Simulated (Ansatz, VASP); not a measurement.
# GaAs: VASP beside Ansatz

Contents of INCAR:

```
SYSTEM = GaAs
PREC     = Accurate       ! precision mode
ENCUT    = 600            ! plane-wave cutoff, eV
EDIFF    = 1E-6           ! SCF threshold, eV
ISMEAR   = 0              ! smearing method
SIGMA    = 0.05           ! smearing width, eV
LREAL    = .FALSE.        ! projectors in reciprocal space
LASPH    = .TRUE.         ! aspherical terms in the spheres
NELM     = 80             ! most SCF steps
ALGO     = Normal         ! electronic algorithm
ISIF     = 3              ! what is computed and relaxed
LWAVE    = .FALSE.        ! write WAVECAR
LCHARG   = .FALSE.        ! write CHGCAR
GGA      = PS             ! functional
IBRION   = 2              ! ionic algorithm
NSW      = 100            ! ionic steps
EDIFFG   = -0.005         ! ionic threshold
```

The input KPOINTS:

```
Automatic mesh
0
G
  10 10 10
  0 0 0
```

The input POSCAR:

```
GaAs
1.0
    0.0000000000      2.8750910496      2.8750910496
    2.8750910496      0.0000000000      2.8750910496
    2.8750910496      2.8750910496      0.0000000000
Ga As
1 1
Direct
    0.0000000000      0.0000000000      0.0000000000
    0.2500000000      0.2500000000      0.2500000000
```

Input for Ansatz:

```yaml
crystal:
  lattice:
    - [0.0, 2.8750910496, 2.8750910496]
    - [2.8750910496, 0.0, 2.8750910496]
    - [2.8750910496, 2.8750910496, 0.0]
  atoms:
    - { symbol: Ga, position: [0.0, 0.0, 0.0] }
    - { symbol: As, position: [0.25, 0.25, 0.25] }
basis:
  ecutwfc: 420
kpoints:
  mp_grid: { grid: [10, 10, 10] }
hamiltonian:
  xc: pbesol
scf:
  occupations: { method: gaussian, width: 0.05 }
output:
  forces: true
  stress: true
  eigenvalues: true
relax:
  adjacent_minimum: "off"
  f_tol: 0.005
  max_steps: 80
  cell: { stress_tol: 0.05 }
```

The cell is a database's computed one.

Alike in both runs: task relaxation of cell and atoms; functional PBEsol; k mesh 10 × 10 × 10; occupations gaussian, width 0.05 eV; no spin polarisation.

|  | VASP | Ansatz |
| --- | --- | --- |
| version | VASP 6.6.1 | Ansatz 0.2.0 |
| potentials or method | VASP PAW PBE potentials, release 64 (Ga_d, As) | scalar-relativistic, plane waves, PAW |
| plane-wave cutoff (eV) | 600 | 420 |
| valence electrons in the cell | 18 | 28 |

Ansatz gave:

```
gap on the k mesh at the Fermi level, each at its own relaxed structure (eV) : 0.43
relaxed volume (Å³/atom)                                                     : 22.64
relaxed cell length with the largest relative difference (Å)                 : 4.001
energy change over the relaxation (meV/atom)                                 : -11
```

Problem. Which values does VASP return?

Solution. gap on the k mesh at the Fermi level, each at its own relaxed structure (eV): 0.42; relaxed volume (Å³/atom): 22.70; relaxed cell length with the largest relative difference (Å): 4.004; energy change over the relaxation (meV/atom): -10.

The two sets of potentials don't hold the same shells in valence.

Caveats: the PAW data sets were made with another functional, which shifts forces and pressure a little (VASP).
